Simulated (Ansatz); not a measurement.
Crystal: KF (Carobbiite).

```
CELL_PARAMETERS angstrom
0.00000 2.67185 2.67185
2.67185 0.00000 2.67185
2.67185 2.67185 0.00000
ATOMIC_POSITIONS crystal
K 0.00000 0.00000 0.00000
F 0.50000 0.50000 0.50000
```

Base run:

* Program: Ansatz 0.2.0
* Functional: PBEsol
* Potentials or basis: all-electron LAPW, scalar-relativistic
* Cutoff: 203 eV (chosen from the basis error)
* Basis error allowed: 0.001 eV/atom
* k mesh: 9 × 9 × 9
* Occupations: fermi-dirac, width 0.05 eV
* Spin: no spin polarisation

Its results: band gap on the k mesh 6.04 eV, direct; pressure -0.7 GPa.

**Question.** The run is repeated on the same cell with these changes: functional from PBEsol to RPBE; occupations from fermi-dirac, width 0.05 eV to gaussian, width 0.02 eV. What comes out?

**Answer.** Band gap on the k mesh 6.51 eV, direct; pressure 4.1 GPa.

Caveats: an odd mesh through Γ misses points on the zone boundary, where band edges often lie (some runs).
